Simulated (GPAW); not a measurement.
A run of GPAW 26.7.0 is set up as follows.

The input run.py:

```python
import numpy as np
from ase import Atoms
from ase.dft.bandgap import bandgap
from ase.io import write
from gpaw import GPAW, PW
from gpaw.response.df import DielectricFunction

atoms = Atoms(['Te', 'Sn'],
              cell=[[0.0, 3.15085, 3.15085],
                    [3.15085, 0.0, 3.15085],
                    [3.15085, 3.15085, 0.0]],
              scaled_positions=[[0.5, 0.5, 0.5],
                                [0.0, 0.0, 0.0]],
              pbc=True)

calc = GPAW(mode=PW(450),
            xc='PBE',
            kpts={'size': (6, 6, 6), 'gamma': True},
            occupations={'name': 'fermi-dirac', 'width': 0.001},
            nbands=19,
            convergence={'density': 1e-06},
            maxiter=150,
            txt='gpaw.txt')
atoms.calc = calc
energy = atoms.get_potential_energy()
calc.write('gs.gpw')
write('result.traj', atoms)
print(f'Energy: {energy:.6f} eV')
print('Fermi level:', round(calc.get_fermi_level(), 4), 'eV')
print(f'Gap: {bandgap(calc)[0]:.4f} eV, direct: {bandgap(calc, direct=True)[0]:.4f} eV')

for size in [(13, 13, 13), (18, 18, 18)]:
    name = 'x'.join(str(n) for n in size)
    dense = calc.fixed_density(kpts={'size': size, 'gamma': True},
                               nbands=36, convergence={'bands': 30, 'eigenstates': 1e-7},
                               update_fermi_level=True, txt=f'dense-{name}.txt')
    dense.write(f'{name}.gpw', mode='all')
    df = DielectricFunction(f'{name}.gpw', frequencies=np.array([0.0]), hilbert=False, eta=0.001,
                            ecut=80, nbands=30, intraband=False, txt=f'df-{name}.txt')
    for xc in ['RPA', 'LR0.1', 'LR0.2']:
        for direction in ['x', 'y', 'z', [0, 1, 1], [1, 0, 1], [1, 1, 0]]:
            e0, e = df.get_macroscopic_dielectric_constant(xc=xc, direction=direction)
            print(f'{name} {xc} {direction}: {e0:.4f} without, {e:.4f} with local fields')
```

Potentials or basis: GPAW PAW data sets (gpaw-data 1.2.1), pw.

Command:

```sh
$ OMP_NUM_THREADS=1 python run.py
```

Task: Estimate the electronic dielectric tensor (diagonal).

Result: 75.69.

Task: What does it give for the band gap on the k mesh?

Result: 0.11 eV, direct.

Electronic dielectric tensor:
```
75.69  0.00  0.00
 0.00 75.69  0.00
 0.00  0.00 75.69
```

Caveat: the dielectric constant isn't converged in the k mesh; the gap is small at this level, which inflates the dielectric constant; the long-wavelength limit can be off by a per cent or two; spin-orbit coupling is left out, which moves the levels of the heavy elements.

**What was measured.**

A printed reference work, textbook reports, for a bulk crystal of SnTe at 300 K: band gap 0.18 eV (direct).

Measured gap of SnTe: 0.18 eV (direct; 300 K; a printed reference work, textbook). This calculation gives 0.11 eV (-0.07 eV). Spin-orbit coupling on Sn, Te is left out. The value is that of PBE on a finite k mesh, which can miss the band edges, without temperature or zero-point motion. Semilocal functionals fall short of measured gaps as a rule.
